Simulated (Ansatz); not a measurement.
# Preparing GaN (P6_3mc) as a host crystal, part 2 of 3

Before any defect goes in: GaN (P6_3mc) at rest, and how it screens a charge.

Ansatz 0.2.0; plane-wave PAW DFT, r2SCAN; relaxation of the host's cell and atoms; PAW set soft_1 (the session's first sound run).

So far. Step 3 (Dielectric tensors of the host): The principal values of the electronic dielectric tensor are 5.83, 5.83 and 6.02. The principal values of the static dielectric tensor are 10.10, 10.10 and 11.19.

## Step 4: Defect free supercell relaxed in its symmetry

This cell, the one that will hold the defects, is built from the relaxed host. Its coarser k-points can move the atoms a little, so it is relaxed from the symmetric sites, as the reference for the test of stability.

This step: plane-wave PAW DFT, r2SCAN; relaxation of the defect-free supercell in its symmetry; PAW set soft_1 (Ansatz 0.2.0).

System of this step: GaN (P6_3mc). The cell holds 72 atoms: 36 Ga and 36 N. Its edges and angles: a = 9.550 Å, b = 9.550 Å, c = 10.368 Å, α = 90.0°, β = 90.0°, γ = 120.0°.

Input file pristine.symmetric/input.yaml:

```yaml
crystal:
  lattice:
    - [9.5498178172, 0.0, 0.0]
    - [-4.7749089086, 8.2703848312, 0.0]
    - [0.0, 0.0, 10.3676634614]
  atoms:
    - { symbol: Ga, position: [0.2222222222, 0.1111111111, 0.2495531182] }
    - { symbol: Ga, position: [0.1111111111, 0.2222222222, 0.4995531182] }
    - { symbol: "N", position: [0.2222222222, 0.1111111111, 0.4379468818] }
    - { symbol: "N", position: [0.1111111111, 0.2222222222, 0.1879468818] }
    - { symbol: Ga, position: [0.2222222222, 0.1111111111, 0.7495531182] }
    - { symbol: Ga, position: [0.1111111111, 0.2222222222, 0.9995531182] }
    - { symbol: "N", position: [0.2222222222, 0.1111111111, 0.9379468818] }
    - { symbol: "N", position: [0.1111111111, 0.2222222222, 0.6879468818] }
    - { symbol: Ga, position: [0.2222222222, 0.4444444444, 0.2495531182] }
    - { symbol: Ga, position: [0.1111111111, 0.5555555556, 0.4995531182] }
    - { symbol: "N", position: [0.2222222222, 0.4444444444, 0.4379468818] }
    - { symbol: "N", position: [0.1111111111, 0.5555555556, 0.1879468818] }
    - { symbol: Ga, position: [0.2222222222, 0.4444444444, 0.7495531182] }
    - { symbol: Ga, position: [0.1111111111, 0.5555555556, 0.9995531182] }
    - { symbol: "N", position: [0.2222222222, 0.4444444444, 0.9379468818] }
    - { symbol: "N", position: [0.1111111111, 0.5555555556, 0.6879468818] }
    - { symbol: Ga, position: [0.2222222222, 0.7777777778, 0.2495531182] }
    - { symbol: Ga, position: [0.1111111111, 0.8888888889, 0.4995531182] }
    - { symbol: "N", position: [0.2222222222, 0.7777777778, 0.4379468818] }
    - { symbol: "N", position: [0.1111111111, 0.8888888889, 0.1879468818] }
    - { symbol: Ga, position: [0.2222222222, 0.7777777778, 0.7495531182] }
    - { symbol: Ga, position: [0.1111111111, 0.8888888889, 0.9995531182] }
    - { symbol: "N", position: [0.2222222222, 0.7777777778, 0.9379468818] }
    - { symbol: "N", position: [0.1111111111, 0.8888888889, 0.6879468818] }
    - { symbol: Ga, position: [0.5555555556, 0.1111111111, 0.2495531182] }
    - { symbol: Ga, position: [0.4444444444, 0.2222222222, 0.4995531182] }
    - { symbol: "N", position: [0.5555555556, 0.1111111111, 0.4379468818] }
    - { symbol: "N", position: [0.4444444444, 0.2222222222, 0.1879468818] }
    - { symbol: Ga, position: [0.5555555556, 0.1111111111, 0.7495531182] }
    - { symbol: Ga, position: [0.4444444444, 0.2222222222, 0.9995531182] }
    - { symbol: "N", position: [0.5555555556, 0.1111111111, 0.9379468818] }
    - { symbol: "N", position: [0.4444444444, 0.2222222222, 0.6879468818] }
    - { symbol: Ga, position: [0.5555555556, 0.4444444444, 0.2495531182] }
    - { symbol: Ga, position: [0.4444444444, 0.5555555556, 0.4995531182] }
    - { symbol: "N", position: [0.5555555556, 0.4444444444, 0.4379468818] }
    - { symbol: "N", position: [0.4444444444, 0.5555555556, 0.1879468818] }
    - { symbol: Ga, position: [0.5555555556, 0.4444444444, 0.7495531182] }
    - { symbol: Ga, position: [0.4444444444, 0.5555555556, 0.9995531182] }
    - { symbol: "N", position: [0.5555555556, 0.4444444444, 0.9379468818] }
    - { symbol: "N", position: [0.4444444444, 0.5555555556, 0.6879468818] }
    - { symbol: Ga, position: [0.5555555556, 0.7777777778, 0.2495531182] }
    - { symbol: Ga, position: [0.4444444444, 0.8888888889, 0.4995531182] }
    - { symbol: "N", position: [0.5555555556, 0.7777777778, 0.4379468818] }
    - { symbol: "N", position: [0.4444444444, 0.8888888889, 0.1879468818] }
    - { symbol: Ga, position: [0.5555555556, 0.7777777778, 0.7495531182] }
    - { symbol: Ga, position: [0.4444444444, 0.8888888889, 0.9995531182] }
    - { symbol: "N", position: [0.5555555556, 0.7777777778, 0.9379468818] }
    - { symbol: "N", position: [0.4444444444, 0.8888888889, 0.6879468818] }
    - { symbol: Ga, position: [0.8888888889, 0.1111111111, 0.2495531182] }
    - { symbol: Ga, position: [0.7777777778, 0.2222222222, 0.4995531182] }
    - { symbol: "N", position: [0.8888888889, 0.1111111111, 0.4379468818] }
    - { symbol: "N", position: [0.7777777778, 0.2222222222, 0.1879468818] }
    - { symbol: Ga, position: [0.8888888889, 0.1111111111, 0.7495531182] }
    - { symbol: Ga, position: [0.7777777778, 0.2222222222, 0.9995531182] }
    - { symbol: "N", position: [0.8888888889, 0.1111111111, 0.9379468818] }
    - { symbol: "N", position: [0.7777777778, 0.2222222222, 0.6879468818] }
    - { symbol: Ga, position: [0.8888888889, 0.4444444444, 0.2495531182] }
    - { symbol: Ga, position: [0.7777777778, 0.5555555556, 0.4995531182] }
    - { symbol: "N", position: [0.8888888889, 0.4444444444, 0.4379468818] }
    - { symbol: "N", position: [0.7777777778, 0.5555555556, 0.1879468818] }
    - { symbol: Ga, position: [0.8888888889, 0.4444444444, 0.7495531182] }
    - { symbol: Ga, position: [0.7777777778, 0.5555555556, 0.9995531182] }
    - { symbol: "N", position: [0.8888888889, 0.4444444444, 0.9379468818] }
    - { symbol: "N", position: [0.7777777778, 0.5555555556, 0.6879468818] }
    - { symbol: Ga, position: [0.8888888889, 0.7777777778, 0.2495531182] }
    - { symbol: Ga, position: [0.7777777778, 0.8888888889, 0.4995531182] }
    - { symbol: "N", position: [0.8888888889, 0.7777777778, 0.4379468818] }
    - { symbol: "N", position: [0.7777777778, 0.8888888889, 0.1879468818] }
    - { symbol: Ga, position: [0.8888888889, 0.7777777778, 0.7495531182] }
    - { symbol: Ga, position: [0.7777777778, 0.8888888889, 0.9995531182] }
    - { symbol: "N", position: [0.8888888889, 0.7777777778, 0.9379468818] }
    - { symbol: "N", position: [0.7777777778, 0.8888888889, 0.6879468818] }
basis:
  ecutwfc: 500
  xc_grid: 2
hamiltonian:
  xc: r2scan
  pseudopotentials: { kind: paw, azcp: { folder: soft_1 } }
kpoints:
  mp_grid: { grid: [1, 1, 1] }
scf:
  occupations: { method: fermi_dirac, width: 0.01 }
  max_iter: 100
  lower_state_search: "off"
output:
  forces: true
relax:
  f_tol: 0.015
  max_steps: 60
  escape_saddle: false
checkpoint:
  write: "../pristine.symmetric.run"
  compress: false
  write_wavefunctions: false
  write_every: 100000
```

On the command line:

```
$ ansatz run input.yaml --threads 32 --pin off --max-ram 84787MiB --backend cuda --events-out ev --progress --plain --runs-dir out --max-vram 78GiB
```

Numbers of over 12 decimals in the logs are rounded to 6 here.

The log of the run:

```text
[...]
device memory: the entry about to start is reckoned to put 3.9 GiB on a device that reports 165.9 GiB free (of which the cap on the GPU budget leaves the run 78.0 GiB)
GPU FFT provider: cuFFT
GPU libraries: cuBLAS 13.8.1, cuFFT 12.4.0, cuSOLVER 12.3.2
GPU matrix products: emulated (plane waves: as basis.precision tells), large ones in fixed point in workspaces of 1.00 GiB
Crystal: 72 atoms, lattice volume = 818.845 Å³
Basis set: ecut = 500 eV, 20899 PW (Γ), exchange–correlation on 144×144×160 points (8 copies of the dense FFT grid, shifted against one another)
Bands: 396, of which v1, the nominal top of the filled ones, is band 324 counted from 1 (323 counted from 0)
Symmetry: 216 space group operations
[...]
k-points: 1
[...]
GPU buffer pool allocated for 414720 grid points (all kernels)
GPU transforms: local potential: pruned to the plane-wave sphere, on 72×72×75; band sums: pruned to the plane-wave sphere, on 72×72×80
[...]
SCF iter   1: F=-150310.483914 eV  HF=-150363.777484 eV  |Δ(HF+E_count)|=         —  Δρ=1.19e-1  dr2=9.52e1  dr2_τ=1.11e1  Hψ=1270
[...]
SCF iter   3: F=-150344.687752 eV  HF=-150344.939702 eV  |Δ(HF+E_count)|=    1.48e0  Δρ=1.83e-2  dr2=2.06e0  dr2_τ=1.35e-1  Hψ=336
automatic band count: iteration 3 solves 375 bands in place of 396: the levels show a gap, and the empty bands left out lie too high to hold charge; the band table lists the bands solved (type scf.n_extra_bands for more)
SCF iter   4: F=-150344.882125 eV  HF=-150344.857988 eV  |Δ(HF+E_count)|=   8.17e-2  Δρ=3.39e-3  dr2=6.76e-2  dr2_τ=3.21e-3  Hψ=660
[...]
SCF iter   8: F=-150344.893507 eV  HF=-150344.893506 eV  |Δ(HF+E_count)|=   3.50e-5  Δρ=1.96e-5  dr2=3.16e-6  dr2_τ=8.25e-8  Hψ=1352
SCF 1 converged in 8 iterations: F = -150344.893507 eV  dr2 = 3.16e-6
[...]
relax step   1: F+E_penalty+E_count = -150344.89350704 eV  Δ(F+E_penalty+E_count) = +0.000e0 eV  max|allowed force component| = 1.639e-2 eV/Å  Δτ_max = 0.0000 Å  (8 SCF iters, dr2 threshold 5.63e-6 eV, accepted)
[...]
SCF iter   4: F=-150344.893715 eV  HF=-150344.893715 eV  |Δ(HF+E_count)|=   1.67e-7  Δρ=2.16e-6  dr2=3.38e-8  dr2_τ=1.71e-9  Hψ=1307
SCF 2 converged in 4 iterations: F = -150344.893715 eV  dr2 = 3.38e-8
relax step   2: F+E_penalty+E_count = -150344.89371511 eV  Δ(F+E_penalty+E_count) = -2.081e-4 eV  max|allowed force component| = 1.150e-2 eV/Å  Δτ_max = 0.0002 Å  (4 SCF iters, accepted)
[...]
SCF iter   2: F=-150344.893715 eV  HF=-150344.893715 eV  |Δ(HF+E_count)|=   1.05e-9  Δρ=1.36e-6  dr2=1.35e-8  dr2_τ=2.71e-10  Hψ=1045
SCF 3 converged in 2 iterations: F = -150344.893715 eV  dr2 = 1.35e-8
SCF converged after 2 iterations
Free energy (F): -150344.893715 eV
[...]
Internal energy: -150344.893715 eV  (E = F + TS)
E sigma→0 (E₀):  -150344.893715 eV
Fermi energy:    10.709104 eV
[...]
--- Forces (eV/Å), atoms counted from 1 ---
  atom   1  Ga    -0.00000000    -0.00000000     0.01176025
  atom   2  Ga    -0.00000000     0.00000000     0.01176025
  atom   3  N     -0.00000000     0.00000000    -0.01125823
  atom   4  N      0.00000000     0.00000000    -0.01125823
  atom   5  Ga    -0.00000000     0.00000000     0.01176025
  atom   6  Ga    -0.00000000     0.00000000     0.01176025
  [... 66 more lines of this table ...]
  max |Σ_I F_I| component: 1.81e-2 eV/Å
--- Relaxed structure (2 steps of the walk, 2 accepted, 0 SCFs on fresh bases) ---
  F+E_penalty+E_count = -150344.89371511 eV   max|allowed force component| = 1.150e-2 eV/Å
  atoms:
    - { symbol: Ga, position: [0.222222, 0.111111, 0.249573] }
    - { symbol: Ga, position: [0.111111, 0.222222, 0.499573] }
    - { symbol: N, position: [0.222222, 0.111111, 0.437927] }
    - { symbol: N, position: [0.111111, 0.222222, 0.187927] }
    - { symbol: Ga, position: [0.222222, 0.111111, 0.749573] }
    - { symbol: Ga, position: [0.111111, 0.222222, 0.999573] }
  [... 66 more lines of this table ...]
```

Wall time 2.2 s (1 × NVIDIA GB200 with 32 threads of Arm Neoverse V2, shared host); peak memory 1.3 GiB.

Hardly anything moved in the relaxation; the energy changed by under 0.2 meV an atom.

## Step 5: Defect free supercell relaxed from displaced atoms

This step: plane-wave PAW DFT, r2SCAN; relaxation of the defect-free supercell from random displacements, a test of the host's stability; PAW set soft_1 (Ansatz 0.2.0).

pristine.rattled/input.yaml, as its differences from pristine.symmetric/input.yaml of step 4:

```diff
@@ -94,6 +94,6 @@
   f_tol: 0.015
-  max_steps: 60
-  escape_saddle: false
+  max_steps: 120
+  random_displacement: { amplitude: 0.06, seed: 1496 }
 checkpoint:
-  write: "../pristine.symmetric.run"
+  write: "../pristine.rattled.run"
   compress: false
```

The log of the run:

```text
[...]
Crystal: 72 atoms, lattice volume = 818.845 Å³
Basis set: ecut = 500 eV, 20899 PW (Γ), exchange–correlation on 144×144×160 points (8 copies of the dense FFT grid, shifted against one another)
Bands: 396, of which v1, the nominal top of the filled ones, is band 324 counted from 1 (323 counted from 0)
Symmetry: 1 space group operations
k-points: 1
[...]
SCF iter   1: F=-150307.602965 eV  HF=-150361.724102 eV  |Δ(HF+E_count)|=         —  Δρ=1.20e-1  dr2=9.62e1  dr2_τ=1.12e1  Hψ=1286
[...]
SCF iter   4: F=-150342.606987 eV  HF=-150342.587318 eV  |Δ(HF+E_count)|=   8.06e-2  Δρ=3.40e-3  dr2=7.00e-2  dr2_τ=3.56e-3  Hψ=438
[...]
SCF iter   9: F=-150342.618989 eV  HF=-150342.618989 eV  |Δ(HF+E_count)|=   9.41e-7  Δρ=1.52e-5  dr2=1.73e-6  dr2_τ=1.50e-7  Hψ=1354
SCF 1 converged in 9 iterations: F = -150342.618989 eV  dr2 = 1.73e-6
[...]
relax step   1: F+E_penalty+E_count = -150342.61898898 eV  Δ(F+E_penalty+E_count) = +0.000e0 eV  max|allowed force component| = 1.806e0 eV/Å  Δτ_max = 0.0000 Å  (9 SCF iters, dr2 threshold 5.63e-6 eV, accepted)
[...]
relax step   2: F+E_penalty+E_count = -150344.33760985 eV  Δ(F+E_penalty+E_count) = -1.719e0 eV  max|allowed force component| = 8.624e-1 eV/Å  Δτ_max = 0.0619 Å  (7 SCF iters, dr2 threshold 1.00e-4 eV, accepted)
relax step   3: F+E_penalty+E_count = -150344.89377598 eV  Δ(F+E_penalty+E_count) = -5.562e-1 eV  max|allowed force component| = 1.073e-2 eV/Å  Δτ_max = 0.0479 Å  (6 SCF iters, dr2 threshold 4.65e-5 eV, accepted)
[...]
SCF iter   1: F=-150344.893776 eV  HF=-150344.893786 eV  |Δ(HF+E_count)|=         —  Δρ=4.03e-5  dr2=1.20e-5  dr2_τ=1.30e-6  Hψ=876
[...]
SCF iter   2: F=-150344.893785 eV  HF=-150344.893784 eV  |Δ(HF+E_count)|=   1.88e-6  Δρ=1.81e-5  dr2=2.76e-6  dr2_τ=1.87e-7  Hψ=651
[...]
SCF iter   4: F=-150344.893786 eV  HF=-150344.893786 eV  |Δ(HF+E_count)|=   7.79e-7  Δρ=2.70e-6  dr2=5.74e-8  dr2_τ=9.85e-9  Hψ=1350
SCF 4 converged in 4 iterations: F = -150344.893786 eV  dr2 = 5.74e-8
[...]
relax step   4: F+E_penalty+E_count = -150344.89378613 eV  Δ(F+E_penalty+E_count) = -1.015e-5 eV  max|allowed force component| = 1.035e-2 eV/Å  Δτ_max = 0.0000 Å  (4 SCF iters, accepted)
[...]
SCF iter   1: F=-150344.893786 eV  HF=-150344.893786 eV  |Δ(HF+E_count)|=         —  Δρ=2.70e-6  dr2=5.74e-8  dr2_τ=9.85e-9  Hψ=1560
[...]
SCF iter   2: F=-150344.893786 eV  HF=-150344.893786 eV  |Δ(HF+E_count)|=   1.43e-9  Δρ=1.05e-6  dr2=1.06e-8  dr2_τ=1.04e-9  Hψ=1047
SCF 5 converged in 2 iterations: F = -150344.893786 eV  dr2 = 1.06e-8
SCF converged after 2 iterations
Free energy (F): -150344.893786 eV
[...]
Internal energy: -150344.893786 eV  (E = F + TS)
E sigma→0 (E₀):  -150344.893786 eV
Fermi energy:    10.709437 eV
[...]
--- Forces (eV/Å), atoms counted from 1 ---
  atom   1  Ga    -0.00127119    -0.00207641    -0.00085742
  atom   2  Ga     0.00278752    -0.00127369     0.00256751
  atom   3  N     -0.00436698     0.00005503     0.00009908
  atom   4  N     -0.00021191     0.00132673     0.00016823
  atom   5  Ga     0.00361595    -0.00167609    -0.00015576
  atom   6  Ga    -0.00725146    -0.00240862    -0.00159240
  [... 66 more lines of this table ...]
  max |Σ_I F_I| component: 1.00e-2 eV/Å
--- Relaxed structure (4 steps of the walk, 4 accepted, 0 SCFs on fresh bases) ---
  F+E_penalty+E_count = -150344.89378613 eV   max|allowed force component| = 1.035e-2 eV/Å
  atoms:
    - { symbol: Ga, position: [0.222429, 0.111155, 0.249170] }
    - { symbol: Ga, position: [0.111264, 0.222210, 0.499162] }
    - { symbol: N, position: [0.222431, 0.111130, 0.437425] }
    - { symbol: N, position: [0.111292, 0.222235, 0.187421] }
    - { symbol: Ga, position: [0.222394, 0.111112, 0.749183] }
    - { symbol: Ga, position: [0.111315, 0.222228, 0.999162] }
  [... 66 more lines of this table ...]
```

Wall time 3.7 s (1 × NVIDIA GB200 with 32 threads); peak memory 1.2 GiB.

The steps of the relaxation:

| step | energy less that of the first step (eV) | largest force component (eV/Å) |
| --- | --- | --- |
| 1 | 0.0000 | 1.8058 |
| 2 | -1.7186 | 0.8624 |
| 3 | -2.2748 | 0.0107 |
| 4 | -2.2748 | 0.0104 |

The relaxation ends 32 meV an atom lower than the displaced start, with a largest force component of 0.010 eV/Å.

## Step 6: Host on a dense mesh

This step: plane-wave PAW DFT, r2SCAN; single point of the defect-free host, a test of the k-point sampling; PAW set soft_1 (Ansatz 0.2.0).

System of this step: GaN (P6_3mc). Symmetry: P6_3mc, No. 186, hexagonal system. Conventional cell: a = 3.183 Å, b = 3.183 Å, c = 5.184 Å, α = 90.00°, β = 90.00°, γ = 120.00°. Nearest to Ga lie 4 N at 1.95 Å. Nearest to N lie 4 Ga at 1.95 Å. Farther neighbours and most contacts between anions are not listed.

Input file dense/input.yaml:

```yaml
crystal:
  lattice:
    - [3.1832726057, 0.0, 0.0]
    - [-1.5916363029, 2.7567949437, 0.0]
    - [0.0, 0.0, 5.1838317307]
  atoms:
    - { symbol: Ga, position: [0.6666666667, 0.3333333333, 0.4991062363] }
    - { symbol: Ga, position: [0.3333333333, 0.6666666667, 0.9991062363] }
    - { symbol: "N", position: [0.6666666667, 0.3333333333, 0.8758937637] }
    - { symbol: "N", position: [0.3333333333, 0.6666666667, 0.3758937637] }
basis:
  ecutwfc: 500
  xc_grid: 2
hamiltonian:
  xc: r2scan
  pseudopotentials: { kind: paw, azcp: { folder: soft_1 } }
kpoints:
  mp_grid: { grid: [10, 10, 6] }
scf:
  occupations: { method: fermi_dirac, width: 0.01 }
  max_iter: 100
  lower_state_search: "off"
checkpoint:
  write: "../dense.run"
  compress: false
  write_wavefunctions: false
  write_every: 100000
```

The log of the run:

```text
[...]
GPU FFT provider: cuFFT
GPU libraries: cuBLAS 13.8.1, cuFFT 12.4.0, cuSOLVER 12.3.2
[...]
Crystal: 4 atoms, lattice volume = 45.491 Å³
Basis set: ecut = 500 eV, 1129 PW (Γ), exchange–correlation on 48×48×80 points (8 copies of the dense FFT grid, shifted against one another)
Bands: 22, of which v1, the nominal top of the filled ones, is band 18 counted from 1 (17 counted from 0)
Symmetry: 12 space group operations
[...]
k-points: 56 of 600 (time reversal used)
[...]
GPU buffer pool allocated for 23040 grid points (all kernels)
GPU transforms: local potential and band sums: pruned to the plane-wave sphere, on 24×24×40
[...]
SCF iter   1: F=-8351.002026 eV  HF=-8353.742503 eV  |Δ(HF+E_count)|=         —  Δρ=1.16e-1  dr2=4.96e0  dr2_τ=5.78e-1  Hψ=5135
[...]
SCF iter   9: F=-8352.780591 eV  HF=-8352.780591 eV  |Δ(HF+E_count)|=   5.95e-8  Δρ=5.59e-6  dr2=1.19e-8  dr2_τ=2.03e-10  Hψ=2530
SCF 1 converged in 9 iterations: F = -8352.780591 eV  dr2 = 1.19e-8
[...]
SCF converged after 9 iterations
Free energy (F): -8352.780591 eV
[...]
Internal energy: -8352.780591 eV  (E = F + TS)
E sigma→0 (E₀):  -8352.780591 eV
Fermi energy:    10.649773 eV
[...]
```

Wall time 1.4 s (1 × NVIDIA GB200 with 32 threads); peak memory 0.98 GiB.

## Step 7: Defect free supercell at the zone centre

The supercell is run at the zone centre, to see how far that sampling misses the dense mesh.

System of this step: GaN (P6_3mc). The cell holds 72 atoms: 36 Ga and 36 N. Its edges and angles: a = 9.550 Å, b = 9.550 Å, c = 10.368 Å, α = 90.0°, β = 90.0°, γ = 120.0°.

pristine.sampling_gamma/input.yaml, as its differences from pristine.rattled/input.yaml of step 5:

```diff
@@ -90,10 +90,4 @@
   lower_state_search: "off"
-output:
-  forces: true
-relax:
-  f_tol: 0.015
-  max_steps: 120
-  random_displacement: { amplitude: 0.06, seed: 1496 }
 checkpoint:
-  write: "../pristine.rattled.run"
+  write: "../pristine.sampling_gamma.run"
   compress: false
```

The log of the run:

```text
[...]
GPU FFT provider: cuFFT
GPU libraries: cuBLAS 13.8.1, cuFFT 12.4.0, cuSOLVER 12.3.2
[...]
Crystal: 72 atoms, lattice volume = 818.845 Å³
Basis set: ecut = 500 eV, 20899 PW (Γ), exchange–correlation on 144×144×160 points (8 copies of the dense FFT grid, shifted against one another)
Bands: 396, of which v1, the nominal top of the filled ones, is band 324 counted from 1 (323 counted from 0)
Symmetry: 216 space group operations
[...]
k-points: 1
[...]
GPU buffer pool allocated for 414720 grid points (all kernels)
[...]
SCF iter   1: F=-150310.483929 eV  HF=-150363.777484 eV  |Δ(HF+E_count)|=         —  Δρ=1.19e-1  dr2=9.52e1  dr2_τ=1.11e1  Hψ=1270
[...]
SCF iter  10: F=-150344.893507 eV  HF=-150344.893507 eV  |Δ(HF+E_count)|=   6.98e-8  Δρ=6.96e-7  dr2=3.77e-9  dr2_τ=1.96e-10  Hψ=707
SCF 1 converged in 10 iterations: F = -150344.893507 eV  dr2 = 3.77e-9
[...]
SCF converged after 10 iterations
Free energy (F): -150344.893507 eV
[...]
Internal energy: -150344.893507 eV  (E = F + TS)
E sigma→0 (E₀):  -150344.893507 eV
Fermi energy:    10.708950 eV
[...]
```

Run time: 1.3 s. Hardware: 1 × NVIDIA GB200 with 32 threads; peak memory 1.2 GiB; 2.9 s of CPU time.

[end of part 2 of 3]

[Logs are printed without paths, hosts, clocks, repeated set-up lines and the standing remarks that a program may print on its own settings, such as how far it seeks lower states.]

[Hosts, paths, dates, database ids (printed as entryN), source tags and the programs' standing remarks are cut or masked in the printed files.]

[Runs of the host that timed out are not shown.]

[For some hosts the program warned that the k-mesh of the response run may be too coarse for force constants and the static dielectric constant; such warnings are not always shown.]

[The program warned that the k-mesh of a response run behind this text may be too coarse: force constants, and the static dielectric constant and all else formed from them, are not shown converged.]
